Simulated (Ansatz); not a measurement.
GeO2:
```
CELL_PARAMETERS angstrom
      4.42785     0.00000     0.00000
      0.00000     4.42785     0.00000
      0.00000     0.00000     2.88428
ATOMIC_POSITIONS crystal
  Ge 0.50000 0.50000 0.50000
  Ge 0.00000 0.00000 0.00000
  O  0.69369 0.69369 0.00000
  O  0.30631 0.30631 0.00000
  O  0.80631 0.19369 0.50000
  O  0.19369 0.80631 0.50000
```

Relaxed with PBEsol. Special points in fractions of this cell's reciprocal vectors: Γ (0.000, 0.000, 0.000); X (0.000, 0.500, 0.000); M (0.500, 0.500, 0.000); Z (0.000, 0.000, 0.500); R (0.000, 0.500, 0.500); A (0.500, 0.500, 0.500).

Question: List the band energies nearest the valence-band maximum at these points for plane-wave PAW PBEsol (Ansatz code).

Answer: In eV from the valence-band maximum; about four levels below and three above (degenerate sets whole), none deeper than 8.9 eV; points with the same levels are listed once.

```csv
k,below,above
Γ,-2.02 -2.02 -0.82 -0.82 0.00,1.57 5.64 6.79 6.79
X,-1.83 -1.83 -0.83 -0.83,4.67 4.67 7.50 7.50
M,-2.13 -2.13 -1.49 -1.49,4.72 4.72 8.23 8.23
Z,-2.30 -2.30 -1.90 -1.90,5.94 5.94 10.98 10.98
R,-1.41 -1.41 -1.38 -1.38,6.16 6.16 8.23 8.23
A,-1.36 -1.36 -1.16 -1.16,4.44 4.44 9.60 9.60
```

Space group P4_2/mnm (rutile). Symmetry was held in the PBEsol relaxation; phonons on a q-mesh show no instability. Scalar-relativistic: spin–orbit coupling is off unless named, which matters more the heavier the elements.

Potentials: the later of the program's two PAW sets.
